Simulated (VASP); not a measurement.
A run of VASP 6.6.1:

Contents of INCAR:

```
  PREC = Accurate
  ENCUT = 520
  EDIFF = 1E-6
  ISMEAR = 0
  SIGMA = 0.1
  LREAL = F
  LASPH = T
  NELM = 100
  ALGO = Normal
  ISIF = 2
  LWAVE = F
  LCHARG = F
```

Contents of KPOINTS:

```
regular mesh
0
Gamma
  11 11 11
```

Contents of POSCAR:

```
Nb
2.882
   -0.577359472588      0.577359472588      0.577359472588
    0.577359472588     -0.577359472588      0.577359472588
    0.577359472588      0.577359472588     -0.577359472588
Nb
1
Direct
    0.0000000000      0.0000000000      0.0000000000
```

Potentials or basis: VASP PAW LDA potentials, release 54 (Nb_sv).

The run is started by

```sh
$ cat potpaw_LDA.54/Nb_sv/POTCAR > POTCAR
$ mpirun -np 1 vasp_std > vasp.out
```

Hardware: 1 thread of Intel(R) Xeon(R) Platinum 8488C (Sapphire Rapids), with other jobs on the host.

How long does it take, and how much memory?

Run time: 11 s on 1 thread of Intel(R) Xeon(R) Platinum 8488C (Sapphire Rapids), with other jobs on the host, peak memory 0.13 GiB. Counts: scf iterations 12, k points 56.
